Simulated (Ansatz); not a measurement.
# ZnO: band gap by level of theory

```
Zn O
1.0
     3.24931    0.00000    0.00000
    -1.62465    2.81398    0.00000
     0.00000    0.00000    5.20571
Zn O
2 2
Direct
  0.66667 0.33333 0.00000
  0.33333 0.66667 0.50000
  0.33333 0.66667 0.87901
  0.66667 0.33333 0.37901
```

| rung | level | program and potentials | cutoff (eV) | k mesh | core time | chip | band gap (eV) | notes |
| --- | --- | --- | --- | --- | --- | --- | --- | --- |
| meta-GGA | m-r2SCAN | Ansatz, Ansatz PAW | 500 | 9 × 9 × 5 | 11 s | Intel Xeon 6975P-C Granite Rapids | 1.23 | potentials made for PBE, which Ansatz adapts in part |
| LDA | LDA | Ansatz, Ansatz PAW | 420 | 7 × 7 × 4 | 13 s | Arm Neoverse V1 | 0.73 | potentials made for PBE, which Ansatz adapts in part |
| GGA | PBEsol | Ansatz, Ansatz PAW | 420 | 9 × 9 × 5 | 19 s | Intel Xeon Skylake/Cascade Lake | 0.70 | potentials made for PBE, which Ansatz adapts in part |
| GGA | PBE | Ansatz, Ansatz PAW | 420 | 9 × 9 × 5 | 21 s | Intel Xeon Skylake/Cascade Lake | 0.80 | - |
| GGA | BLYP | Ansatz, Ansatz PAW | 420 | 9 × 9 × 5 | 23 s | Intel Xeon Skylake/Cascade Lake | 0.96 | potentials made for PBE, which Ansatz adapts in part |
| meta-GGA | r2SCAN | Ansatz, Ansatz PAW | 500 | 9 × 9 × 5 | 42 s | Intel Xeon Skylake/Cascade Lake | 1.23 | potentials made for PBE, which Ansatz adapts in part |
| hybrid | B3LYP | Ansatz, Ansatz PAW | 420 | 5 × 5 × 3 | 3.1 min | Intel Xeon Platinum 8488C Sapphire Rapids | 2.88 | coarse mesh; potentials made for PBE, which Ansatz adapts in part |
| hybrid | BHLYP | Ansatz, Ansatz PAW | 420 | 5 × 5 × 3 | 3.9 min | Arm Neoverse V2 | 5.93 | coarse mesh; potentials made for PBE, which Ansatz adapts in part |
| hybrid | HSE06 | Ansatz, Ansatz PAW | 420 | 5 × 5 × 3 | 4.8 min | Arm Neoverse V1 | 2.53 | coarse mesh; potentials made for PBE, which Ansatz adapts in part |
| hybrid | r2SCAN0 | Ansatz, Ansatz PAW | 500 | 5 × 5 × 3 | 14 min | Intel Xeon Skylake/Cascade Lake | 3.54 | coarse mesh; potentials made for PBE, which Ansatz adapts in part |
| hybrid | r2SCANh | Ansatz, Ansatz PAW | 500 | 5 × 5 × 3 | 15 min | Intel Xeon Skylake/Cascade Lake | 2.14 | coarse mesh; potentials made for PBE, which Ansatz adapts in part |
| hybrid | r2SCAN50 | Ansatz, Ansatz PAW | 500 | 5 × 5 × 3 | 15 min | Intel Xeon Skylake/Cascade Lake | 5.93 | coarse mesh; potentials made for PBE, which Ansatz adapts in part |

Times are single runs on shared hosts and different chips, so they are rough; meshes, cutoffs and the tasks' sizes weigh on the time. Task: band structure. All rows: no spin polarisation. Gaps are the least found on the k mesh or the band path, and a mesh can miss the band edges. m-r2SCAN is the variant of Desmarais and co-workers (2025). The cell comes from a database and isn't always the measured one. Meshes differ between rows, which moves values too. All levels ran on this one cell, unrelaxed unless noted. Meshes are those of the run's cell of 4 atoms unless a note names another. Misses use the values as printed. Runs on faulty files, with rough fits or with known faults for this quantity aren't shown. No row holds spin-orbit coupling.

Measured: 3.38 eV (pmc:10652265, doi:10.1021/acsomega.3c06556).

Problem. Which of the timed runs without a coarse mesh or an atomic basis is the cheapest that comes within 0.3 eV of the measured band gap?

Solution. None of them does; the nearest misses by -2.15 eV. LDA and GGA gaps fall short mostly because these functionals lack the derivative discontinuity; the runs are for a static lattice, while measurements hold temperature and zero-point motion.

The semilocal functionals all leave the gap of ZnO far too small, from 0.70 eV with PBEsol to 1.23 eV with r2SCAN, against a measured 3.38 eV. Within the r2SCAN family the gap widens steadily as the share of exact exchange grows, through 2.14 and 3.54 to 5.93 eV. r2SCAN0 comes closest to experiment, while r2SCAN50 and BHLYP overshoot heavily.

The valence band edge is mainly O p with some Zn d character, and the conduction band edge is largely Zn s. Exact exchange probably opens the gap by binding the O p and the too shallow Zn d states more strongly, which also weakens the p–d repulsion that pushes the valence edge up, while screening of its long-range part holds HSE06 below B3LYP despite a larger short-range share.

The data support a strong sensitivity to exact exchange, but the good match of r2SCAN0 doesn't show that it places the Zn d band correctly.
